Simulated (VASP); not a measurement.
VASP 6.6.1 run: GaSb

INCAR

```
EDIFF = 1E-7
IBRION = 2
GGA = CA
NELM = 120
NBANDS = 16
ENCUT = 600
LREAL = .FALSE.
NSW = 40
PREC = Accurate
EDIFFG = -0.001
ISMEAR = -1
LASPH = .TRUE.
ISIF = 3
LWAVE = .FALSE.
SIGMA = 0.02
LCHARG = .FALSE.
```

KPOINTS

```
KPOINTS created by Atomic Simulation Environment
0
Gamma
8 8 8
0 0 0
```

POSCAR

```
Ga Sb
 1.0000000000000000
    -0.0000000000000000    2.9025052248746062    2.9025052248746062
     2.9025052248746062    0.0000000000000000    2.9025052248746062
     2.9025052248746062    2.9025052248746062   -0.0000000000000000
 Ga  Sb
   1   1
Cartesian
 -0.0000000000000000 -0.0000000000000000 -0.0000000000000000
  2.9025052248746062  2.9025052248746062  2.9025052248746062
```

The recommended LDA PAW datasets give the neutral cell 18 valence electrons.

Command

```
mpirun -np 1 vasp_std
```

OSZICAR

```
N       E                     dE             d eps       ncg     rms          rms(c)
DAV:   1     0.851727055684E+02    0.85173E+02   -0.93323E+03   944   0.161E+03
DAV:   2    -0.186196624199E+01   -0.87035E+02   -0.84043E+02  1064   0.326E+02
DAV:   3    -0.826390253497E+01   -0.64019E+01   -0.63809E+01  1168   0.669E+01
DAV:   4    -0.836946520363E+01   -0.10556E+00   -0.10554E+00  1064   0.920E+00
DAV:   5    -0.837193162976E+01   -0.24664E-02   -0.24664E-02  1136   0.132E+00    0.243E+00
DAV:   6    -0.834756591959E+01    0.24366E-01   -0.45657E-02  1208   0.356E+00    0.135E+00
DAV:   7    -0.834215132458E+01    0.54146E-02   -0.84413E-03  1400   0.109E+00    0.270E-01
DAV:   8    -0.834168433242E+01    0.46699E-03   -0.12145E-03  1208   0.498E-01    0.401E-02
DAV:   9    -0.834168750466E+01   -0.31722E-05   -0.55774E-05  1168   0.838E-02    0.816E-03
DAV:  10    -0.834168705126E+01    0.45340E-06   -0.58714E-06  1240   0.349E-02    0.129E-03
...
DAV:   4    -0.839684768967E+01    0.11471E-04   -0.10057E-05  1280   0.392E-02    0.388E-03
DAV:   5    -0.839684685350E+01    0.83617E-06   -0.52969E-07  1080   0.858E-03    0.125E-03
DAV:   6    -0.839684681520E+01    0.38305E-07   -0.88366E-08   592   0.464E-03
   5 F= -.83968468E+01 E0= -.83964150E+01  d E =-.217997E-04
       N       E                     dE             d eps       ncg     rms          rms(c)
DAV:   1    -0.839685164005E+01   -0.47866E-05   -0.51565E-05  1112   0.112E-01    0.115E-02
DAV:   2    -0.839684850344E+01    0.31366E-05   -0.55077E-06  1168   0.418E-02    0.522E-03
DAV:   3    -0.839684772649E+01    0.77695E-06   -0.71780E-07  1152   0.132E-02    0.122E-03
DAV:   4    -0.839684764015E+01    0.86337E-07   -0.65440E-08   640   0.335E-03
   6 F= -.83968476E+01 E0= -.83964158E+01  d E =-.226247E-04
```

From OUTCAR

```
k-points           NKPTS =     29   k-points in BZ     NKDIM =     29   number of bands    NBANDS=     16

   NELECT =      18.0000    total number of electrons

   dimension x,y,z NGX =    36 NGY =   36 NGZ =   36
   dimension x,y,z NGXF=    72 NGYF=   72 NGZF=   72

  energy-cutoff  :      600.00
  volume of cell :       45.24
      direct lattice vectors                 reciprocal lattice vectors
    -0.000000000  2.828170679  2.828170679    -0.176792725  0.176792725  0.176792725
     2.828170679  0.000000000  2.828170679     0.176792725 -0.176792725  0.176792725
     2.828170679  2.828170679  0.000000000     0.176792725  0.176792725 -0.176792725

 k-points in reciprocal lattice and weights: KPOINTS created by Atomic Simulation Env
   0.00000000  0.00000000  0.00000000       0.002
   0.12500000  0.00000000  0.00000000       0.016
   0.25000000  0.00000000  0.00000000       0.016
   0.37500000  0.00000000  0.00000000       0.016
   0.50000000  0.00000000  0.00000000       0.008
   0.12500000  0.12500000  0.00000000       0.012
   0.25000000  0.12500000  0.00000000       0.047
   0.37500000  0.12500000  0.00000000       0.047
   ...

 E-fermi :   6.8308

 k-point     1 :       0.0000    0.0000    0.0000
  band No.  band energies     occupation
      1      -7.9982      2.00000
      2      -7.9982      2.00000
      3      -7.9739      2.00000
      4      -7.9739      2.00000
      5      -7.9739      2.00000
      6      -5.3510      2.00000
      7       7.1184      0.00000
      8       7.1184      0.00000
      9       7.1184      0.00000
     10       7.2107      0.00000
     11      13.3464      0.00000
     12      13.3464      0.00000
     13      13.3464      0.00000
     14      13.3573      0.00000
     15      13.3573      0.00000
     16      13.3573      0.00000

 k-point     2 :       0.1250    0.0000    0.0000
  band No.  band energies     occupation
      1      -8.0016      2.00000
      2      -8.0016      2.00000
      3      -7.9743      2.00000
      4      -7.9717      2.00000
      5      -7.9717      2.00000
      6      -5.1417      2.00000
      7       4.8619      2.00000
      8       7.1126      0.00000
      9       7.1126      0.00000
     10       8.8645      0.00000
     11      12.3063      0.00000
     12      12.3063      0.00000
     13      12.6220      0.00000
     14      13.2639      0.00000
     15      13.7721      0.00000
     16      13.7721      0.00000

 k-point     3 :       0.2500    0.0000    0.0000
  band No.  band energies     occupation
      1      -8.0104      2.00000
      2      -8.0104      2.00000
      3      -7.9759      2.00000
      4      -7.9656      2.00000
      5      -7.9656      2.00000
      6      -4.5236      2.00000
      7       2.5002      2.00000
      8       7.1578      0.00000
      9       7.1578      0.00000
     10       9.4624      0.00000
     11      10.8145      0.00000
     12      10.8145      0.00000
     13      11.5244      0.00000
     14      14.2653      0.00000
     15      14.9384      0.00000
     16      14.9384      0.00000

 ...

  Total        0.0002484      0.0002484      0.0002484     -0.0000000      0.0000000      0.0000000
  in kB        0.0087960      0.0087960      0.0087960     -0.0000000      0.0000000      0.0000000
  external PRESSURE =       0.0087960 kB  Pullay stress =       0.0000000 kB

 POSITION                                       TOTAL-FORCE (eV/Angst)
 -----------------------------------------------------------------------------------
      0.00000      0.00000      0.00000         0.000000     -0.000000     -0.000000
      2.82817      2.82817      2.82817        -0.000000      0.000000      0.000000
 -----------------------------------------------------------------------------------
    total drift:                               -0.000000      0.000000      0.000000

  FREE ENERGIE OF THE ION-ELECTRON SYSTEM (eV)
  ---------------------------------------------------
  free  energy   TOTEN  =        -8.3968476402 eV

  energy  without entropy=       -8.3959840467  energy(sigma->0) =       -8.39641584
```

```
ionic step  ΔE (meV/atom)  volume (Å³)  largest force (eV/Å)  pressure (GPa)  electronic steps
         1            0.0        48.90                 0.000           -4.46                11
         2          -25.1        44.24                 0.000            1.65                 9
         3          -27.6        45.24                 0.000           -0.02                 8
         4          -27.6        45.17                 0.000            0.09                 6
         5          -27.6        45.25                 0.000           -0.01                 6
         6          -27.6        45.24                 0.000            0.00                 4
```

It converged. Results: relaxed cell vector lengths 4.000, 4.000, 4.000 Å; relaxed cell volume 45.24 Å³.

For comparison, a separate LDA relaxation on usual settings, not on those above, ends at 45.24 Å³.

The run above took about 70 s on one core of a shared host (Intel Xeon Platinum 8488C) and held 0.19 GiB at most.
